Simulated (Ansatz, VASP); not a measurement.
Given: the input of a run of VASP 6.6.1 on TiTe. The cell comes from a database or a generator and needn't be the stable form of this composition.

Contents of INCAR:

```
  ALGO = Normal
  EDIFF = 1E-7
  ENCUT = 520
  GGA = PE
  ISIF = 2
  ISMEAR = -1
  LASPH = T
  LCHARG = F
  LREAL = F
  LWAVE = F
  NBANDS = 16
  NELM = 100
  PREC = Accurate
  SIGMA = 0.05
```

The input KPOINTS:

```
k-points
0
Gamma
  7 7 7
```

POSCAR

```
TiTe
1.0
    0.0000000000      3.3105989600      3.3105989600
    3.3105989600      0.0000000000      3.3105989600
    3.3105989600      3.3105989600      0.0000000000
Ti Te
1 1
Direct
    0.0000000000      0.0000000000      0.0000000000
    0.2500000000      0.2500000000      0.2500000000
```

Potentials or basis: VASP PAW PBE potentials, release 64 (Ti_sv, Te).

Command:

```console
$ cat potpaw_PBE.64/Ti_sv/POTCAR potpaw_PBE.64/Te/POTCAR > POTCAR
$ mpirun -np 1 vasp_std > vasp.out
```

Q: Translate it to Ansatz 0.2.0. Potentials or basis there: Ansatz PAW, cutoff 420 eV.

A: As run (cutoffs and basis follow the program's own potentials, and thresholds, step limits or extra output files can differ):

The input input.yaml:

```yaml
crystal:
  lattice:
    - [0.0, 3.31059896, 3.31059896]
    - [3.31059896, 0.0, 3.31059896]
    - [3.31059896, 3.31059896, 0.0]
  atoms:
    - { symbol: Ti, position: [0.0, 0.0, 0.0] }
    - { symbol: Te, position: [0.25, 0.25, 0.25] }
hamiltonian:
  xc: pbe
  pseudopotentials: { kind: paw }
kpoints:
  mp_grid: { grid: [7, 7, 7] }
scf:
  occupations: { method: fermi_dirac, width: 0.05 }
output:
  forces: true
  stress: true
  eigenvalues: true
  write_density: true
  write_potential: true
  elf: true
  volumetric_format: npy
```

Potentials or basis: Ansatz PAW.

Command:

```bash
$ ansatz run input.yaml --threads 1 --pin off --max-ram 3584MiB --backend cpu --events-out ev --progress --plain --runs-dir out
```

Both were run:

|  | VASP | Ansatz |
| --- | --- | --- |
| Pressure | -6.2 GPa | -6.2 GPa |

Ansatz's pressure holds a Pulay term of +0.01 GPa for its cutoff of 420 eV, which the other run lacks.

The potentials hold 18 and 28 valence electrons a cell.

Where Ansatz's input types no cutoff or centring, it takes its own default and a Γ-centred mesh.

Pressure is positive in compression.
